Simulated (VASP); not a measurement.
# Ag in VASP: single point with r2SCAN+rVV10

Aim: the single point of Ag with r2SCAN+rVV10.

Everything below comes from runs of VASP 6.6.1. Logs are shortened: lines on timing, memory, paths and dates and some standing lists are left out, and cuts for length are marked.

### Step 1. The slab as given

The cell holds a slab with vacuum, 4 atoms: a = 2.924 Å, b = 2.924 Å, c = 28.382 Å, α = 90.00°, β = 90.00°, γ = 120.00°.

The cell was built by a generator and needn't be a form met in nature.

### Step 2. Single point, r2SCAN+rVV10

POSCAR reads:

```
Ag
1.0
    2.9239437779      0.0000000000      0.0000000000
   -1.4619718890      2.5322095909      0.0000000000
    0.0000000000      0.0000000000     28.3821819660
Ag
4
Direct
    0.3333333333      0.6666666667      0.5330999274
    0.0000000000      1.0000000000      0.6160978075
    0.6666666667      0.3333333333      0.6981566877
    0.3333333333      0.6666666667      0.7799594662
```

INCAR.step1 reads:

```
SYSTEM = Ag
PREC     = Accurate       ! precision mode
ENCUT    = 520            ! plane-wave cutoff, eV
ISMEAR   = 1              ! smearing method
SIGMA    = 0.1            ! smearing width, eV
LREAL    = .FALSE.        ! projectors in reciprocal space
LASPH    = .TRUE.         ! aspherical terms in the spheres
NELM     = 100            ! most SCF steps
LDIPOL   = .TRUE.       
IDIPOL   = 3            
DIPOL    = 0.5 0.5 0.657
NBANDS   = 30             ! bands
GGA      = PE             ! functional
ALGO     = Normal         ! electronic algorithm
EDIFF    = 1E-4           ! SCF threshold, eV
LWAVE    = .TRUE.         ! write WAVECAR
LCHARG   = .FALSE.        ! write CHGCAR
```

INCAR.step2 reads:

```
SYSTEM = Ag
PREC     = Accurate       ! precision mode
ENCUT    = 520            ! plane-wave cutoff, eV
EDIFF    = 1E-6           ! SCF threshold, eV
ISMEAR   = 1              ! smearing method
SIGMA    = 0.1            ! smearing width, eV
LREAL    = .FALSE.        ! projectors in reciprocal space
LASPH    = .TRUE.         ! aspherical terms in the spheres
NELM     = 100            ! most SCF steps
ALGO     = Normal         ! electronic algorithm
ISIF     = 2              ! what is computed and relaxed
LWAVE    = .FALSE.        ! write WAVECAR
LCHARG   = .FALSE.        ! write CHGCAR
LDIPOL   = .TRUE.       
IDIPOL   = 3            
DIPOL    = 0.5 0.5 0.657
METAGGA  = R2SCAN         ! meta-GGA
LMIXTAU  = .TRUE.       
LUSE_VDW = .TRUE.       
IVDW_NL  = 2            
BPARAM   = 11.95        
CPARAM   = 0.0093       
NBANDS   = 30             ! bands
ISTART   = 1
```

KPOINTS reads:

```
regular mesh
0
G
  15 15 1
  0 0 0
```

Potentials or basis: VASP PAW PBE potentials, release 64 (Ag).

Run with:

```
cat potpaw_PBE.64/Ag/POTCAR > POTCAR
cp INCAR.step1 INCAR
mpirun -np 1 vasp_std > vasp.out
cp INCAR.step2 INCAR
mpirun -np 1 vasp_std > vasp.out
```

OUTCAR:

```text
SYSTEM = Ag
   PREC = Accurate
   ENCUT = 520
   EDIFF = 1E-6
   ISMEAR = 1
   LREAL = .FALSE.
   LASPH = .TRUE.
   NELM = 100
   ISIF = 2
   METAGGA = R2SCAN
   IVDW_NL = 2
   BPARAM = 11.95
   ISTART = 1

 ion  position               nearest neighbor table
   1  0.333  0.667  0.533-   2 2.90   2 2.90   2 2.90
   2  0.000  0.000  0.616-   3 2.88   3 2.88   3 2.88   1 2.90   1 2.90   1 2.90
   3  0.667  0.333  0.698-   4 2.87   4 2.87   4 2.87   2 2.88   2 2.88   2 2.88
   4  0.333  0.667  0.780-   3 2.87   3 2.87   3 2.87

  LATTYP: Found a hexagonal cell.
 ALAT       =     2.9239437779
 C/A-ratio  =     9.7068152201

  Lattice vectors:

 A1 = (   2.9239437779,   0.0000000000,   0.0000000000)
 A2 = (  -1.4619718890,   2.5322095909,   0.0000000000)
 A3 = (   0.0000000000,   0.0000000000,  28.3821819660)

Analysis of symmetry for initial positions (statically):
=====================================================================
 Subroutine PRICEL returns:
 Original cell was already a primitive cell.

 Routine SETGRP: Setting up the symmetry group for a
 hexagonal supercell.

 Subroutine GETGRP returns: Found  6 space group operations
 (whereof  6 operations were pure point group operations)
 out of a pool of 24 trial point group operations.

The static configuration has the point symmetry C_3v.

Analysis of symmetry for dynamics (positions and initial velocities):
=====================================================================
 Subroutine PRICEL returns:
 Original cell was already a primitive cell.

 Routine SETGRP: Setting up the symmetry group for a
 hexagonal supercell.

 Subroutine GETGRP returns: Found  6 space group operations
 (whereof  6 operations were pure point group operations)
 out of a pool of 24 trial point group operations.

The dynamic configuration has the point symmetry C_3v.

 Subroutine INISYM returns: Found  6 space group operations
 (whereof  6 operations are pure point group operations),
 and found     1 'primitive' translations

----------------------------------------------------------------------------------------

                                     Primitive cell

  volume of cell :     210.1428

  direct lattice vectors                    reciprocal lattice vectors
     2.923943778  0.000000000  0.000000000     0.342003840  0.197456009  0.000000000
    -1.461971889  2.532209591  0.000000000     0.000000000  0.394912018  0.000000000
     0.000000000  0.000000000 28.382181966     0.000000000  0.000000000  0.035233373

  length of vectors
     2.923943778  2.923943778 28.382181966     0.394912018  0.394912018  0.035233373

  position of ions in fractional coordinates (direct lattice)
     0.333333333  0.666666667  0.533099927
     0.000000000  0.000000000  0.616097807
     0.666666667  0.333333333  0.698156688
     0.333333333  0.666666667  0.779959466

  ion indices of the primitive-cell ions
   primitive index   ion index
                 1           1
                 2           2
                 3           3
                 4           4

----------------------------------------------------------------------------------------

 KPOINTS: regular mesh

Automatic generation of k-mesh.
 Grid dimensions read from file:
 generate k-points for:   15   15    1

 Generating k-lattice:

  Cartesian coordinates                     Fractional coordinates (reciprocal lattice)
     0.022800256  0.013163734  0.000000000     0.066666667  0.000000000  0.000000000
     0.000000000  0.026327468  0.000000000     0.000000000  0.066666667  0.000000000
     0.000000000  0.000000000  0.035233373     0.000000000  0.000000000  1.000000000

  Length of vectors
     0.026327468  0.026327468  0.035233373

  Shift w.r.t. Gamma in fractional coordinates (k-lattice)
     0.000000000  0.000000000  0.000000000

 Subroutine IBZKPT returns following result:
 ===========================================

 Found     27 irreducible k-points:

 Following reciprocal coordinates:
            Coordinates               Weight
  0.000000  0.000000  0.000000      1.000000
  0.066667 -0.000000  0.000000      6.000000
  0.133333  0.000000  0.000000      6.000000
  0.200000  0.000000  0.000000      6.000000
  0.266667  0.000000  0.000000      6.000000
  0.333333 -0.000000  0.000000      6.000000
[... 16 lines left out ...]
  0.333333  0.200000  0.000000     12.000000
  0.400000  0.200000  0.000000      6.000000
 [... further k-points ...]
   k-points           NKPTS =     27   k-points in BZ     NKDIM =     27   number of bands    NBANDS=     30
   number of dos      NEDOS =    301   number of ions     NIONS =      4
   total plane-waves  NPLWV = 124416
   dimension x,y,z NGX =    24 NGY =   24 NGZ =  216
   dimension x,y,z NGXF=    48 NGYF=   48 NGZF=  432
   ions per type =               4
   NGX,Y,Z   is equivalent  to a cutoff of  13.65, 13.65, 12.65 a.u.
   NGXF,Y,Z  is equivalent  to a cutoff of  27.29, 27.29, 25.30 a.u.
 SYSTEM =  Ag
   PREC   = accura    normal or accurate (medium, high low for compatibility)
   ISTART =      1    job   : 0-new  1-cont  2-samecut
   ICHARG =      0    charge: 1-file 2-atom 10-const
   ISPIN  =      1    spin polarized calculation?
   LNONCOLLINEAR =      F non collinear calculations
   LSORBIT =      F    spin-orbit coupling
   LASPH  =      T    aspherical Exc in radial PAW
   ENCUT  =  520.0 eV  38.22 Ry    6.18 a.u.   5.44  5.44 52.77*2*pi/ulx,y,z
   NELM   =    100;   NELMIN=  2; NELMDL=  0     # of ELM steps
   EDIFF  = 0.1E-05   stopping-criterion for ELM
   LREAL  =      F    real-space projection
   EDIFFG = 0.1E-04   stopping-criterion for IOM
   NSW    =      0    number of steps for IOM
   IBRION =     -1    ionic relax: 0-MD 1-quasi-New 2-CG
   NFREE  =      0    steps in history (QN), initial steepest desc. (CG)
   ISIF   =      2    stress and relaxation
   ISYM   =      2    0-nonsym 1-usesym 2-fastsym
   POTIM  = 0.5000    time-step for ionic-motion
   TEBEG  =    0.0;   TEEND  =   0.0 temperature during run
   PSTRESS=    0.0 pullay stress
   NELECT =      44.0000    total number of electrons
   NUPDOWN=      -1.0000    fix difference up-down
   EMIN   =  10.00;   EMAX   =-10.00  energy-range for DOS
   EFERMI =   0.00;   METHOD = LEGACY
   ISMEAR =     1;   SIGMA  =   0.10  broadening in eV -4-tet -1-fermi 0-gaus
   EFERMI_NEDOS =   21; number of points for ismear=-14 and -15
   IALGO  =     38    algorithm
   IMIX   =      4    mixing-type and parameters
     AMIX     =   0.40;   BMIX     =  1.00
     AMIX_MAG =   1.60;   BMIX_MAG =  1.00
  volume/ion in A,a.u.               =      52.54       354.53
  Fermi-wavevector in a.u.,A,eV,Ry     =   0.972122  1.837045 12.857802  0.945022
  Thomas-Fermi vector in A             =   2.102395
   LORBIT       =      0    0 simple, 1 ext, 2 COOP (PROOUT), +10 PAW based schemes
   METAGGA = R2SCAN    functional components
   LHFCALC =     F    Hartree Fock is set to
   AEXX    =    0.0000 exact exchange contribution
   IVDW_NL    =     2    kernel type
   BPARAM     =11.9500
   IVDW    =     0    specifies the selected vdW correction
   LEPSILON=     F    determine dielectric tensor
   LRPA    =     F    only Hartree local field effects (RPA)
 non-spin polarized calculation
 Methfessel and Paxton  Order N= 1 SIGMA  =   0.10
  energy-cutoff  :      520.00
  volume of cell :      210.14
 maximum number of plane-waves:      5771
 NGX is ok and might be reduce to    24
   NGX = 11   NGY = 11   NGZ =105

 dipolmoment           0.000000      0.000000      0.000850 electrons x Angstroem

 number of electron      44.0000012 magnetization

 dipolmoment           0.000000      0.000000     -0.000617 electrons x Angstroem

 Free energy of the ion-electron system (eV)
  ---------------------------------------------------
  ext. energy  EPLUGINS =         0.00000000
  ---------------------------------------------------
  free energy    TOTEN  =       -83.03051877 eV

  energy without entropy =      -83.02915464  energy(sigma->0) =      -83.03006406

 E-fermi :  -0.2079     XC(G=0):  -4.8140

 val. band max:       -0.2084140425   @ k =   0.2000   0.2000   0.0000
 cond. band min:      -0.1843855265   @ k =   0.1333   0.0667   0.0000
 fundamental gap:      0.0240285159
 Fermi energy:        -0.2079287399

 k-point     1 :       0.0000    0.0000    0.0000
  band No.  band energies     occupation
      1      -7.8148      2.00000
      2      -6.9671      2.00000
      3      -6.6536      2.00000
      4      -6.4954      2.00000
      5      -5.4219      2.00000
      6      -5.4219      2.00000
[... 22 lines left out ...]
     29       5.0414      0.00000
     30       6.2037      0.00000

 k-point     2 :       0.0667   -0.0000    0.0000
  band No.  band energies     occupation
      1      -7.6939      2.00000
      2      -6.8747      2.00000
      3      -6.5580      2.00000
      4      -6.4109      2.00000
      5      -5.4805      2.00000
      6      -5.4505      2.00000
[... 22 lines left out ...]
     29       5.1344      0.00000
     30       6.3072      0.00000

 k-point     3 :       0.1333    0.0000    0.0000
  band No.  band energies     occupation
      1      -7.3551      2.00000
      2      -6.6423      2.00000
      3      -6.3077      2.00000
      4      -6.2006      2.00000
      5      -5.6524      2.00000
      6      -5.5349      2.00000
[... 22 lines left out ...]
     29       5.4162      0.00000
     30       6.6172      0.00000

 k-point     4 :       0.2000    0.0000    0.0000
  band No.  band energies     occupation
      1      -6.9060      2.00000
      2      -6.4395      2.00000
      3      -6.1273      2.00000
      4      -6.0051      2.00000
      5      -5.7555      2.00000
      6      -5.5982      2.00000
[... 616 lines left out ...]
     29       7.4706      0.00000
     30       8.0563      0.00000

 k-point    23 :       0.3333    0.2000    0.0000
  band No.  band energies     occupation
      1      -6.5090      2.00000
      2      -6.3601      2.00000
      3      -6.2996      2.00000
      4      -5.9794      2.00000
      5      -5.8171      2.00000
      6      -5.7702      2.00000
[... 22 lines left out ...]
     29       7.4852      0.00000
     30       8.2242      0.00000

 k-point    24 :       0.4000    0.2000    0.0000
  band No.  band energies     occupation
      1      -6.5441      2.00000
      2      -6.3600      2.00000
      3      -6.3278      2.00000
      4      -5.9791      2.00000
      5      -5.8795      2.00000
      6      -5.7837      2.00000
[... 22 lines left out ...]
     29       7.0940      0.00000
     30       7.9856      0.00000

 [... further k-points ...]

------------------------ aborting loop because EDIFF is reached ----------------------------------------

 vacuum level on the upper side and lower side of the slab       (xc-potential included)         0.036         0.048

  FORCE on cell =-STRESS in cart. coord.  units (eV):
  Direction    XX          YY          ZZ          XY          YZ          ZX
  --------------------------------------------------------------------------------------
  -------------------------------------------------------------------------------------
  Total       -2.2629674     -2.2629674     -0.3600296      0.0000000      0.0000000     -0.0000000
  in kB      -17.2533897    -17.2533897     -2.7449492      0.0000000      0.0000000     -0.0000000
  external PRESSURE =     -12.4172429 kB  Pullay stress =       0.0000000 kB

 VOLUME and BASIS-vectors are now :
 -----------------------------------------------------------------------------
  energy-cutoff  :      520.00
  volume of cell :      210.14
      direct lattice vectors                 reciprocal lattice vectors
     2.923943778  0.000000000  0.000000000     0.342003840  0.197456009  0.000000000
    -1.461971889  2.532209591  0.000000000     0.000000000  0.394912018  0.000000000
     0.000000000  0.000000000 28.382181966     0.000000000  0.000000000  0.035233373

 POSITION                                       TOTAL-FORCE (eV/Angst)
 -----------------------------------------------------------------------------------
     -0.00000      1.68814     15.13054        -0.000000      0.000000      0.128048
      0.00000      0.00000     17.48620         0.000000     -0.000000     -0.142847
      1.46197      0.84407     19.81521         0.000000      0.000000      0.038044
     -0.00000      1.68814     22.13695        -0.000000      0.000000     -0.023245
 -----------------------------------------------------------------------------------
    total drift:                               -0.000002      0.000001     -0.001544

  FREE ENERGIE OF THE ION-ELECTRON SYSTEM (eV)
  ---------------------------------------------------
  free  energy   TOTEN  =       -83.0305187681 eV

  energy  without entropy=      -83.0291546362  energy(sigma->0) =      -83.03006406

 vacuum level on the upper side and lower side of the slab         4.260         4.276
```

Wall time 15 min (1 thread of AMD EPYC 9R14 (Zen 4), shared host); peak memory 0.84 GiB.

What came out:

```yaml
Free_energy: -83.0305 eV
Largest_force: 0.143 eV/Å
Band_gap_on_the_k_mesh: none (metal or under the smearing width)
```

Forces on the atoms (eV/Å):
```
Ag   0.000  0.000  0.128
Ag   0.000  0.000 -0.143
Ag   0.000  0.000  0.038
Ag   0.000  0.000 -0.023
```

Levels at points of the mesh, in eV from the Fermi level:
```
           k point  band 19  band 20  band 21  band 22  band 23  band 24  band 25  band 26
(0.00, 0.00, 0.00)    -3.61    -3.61    -3.50    -3.40    -3.40    -1.00     0.30     4.07
```

Caveat: the PAW data sets were made with another functional, which shifts forces and pressure a little.
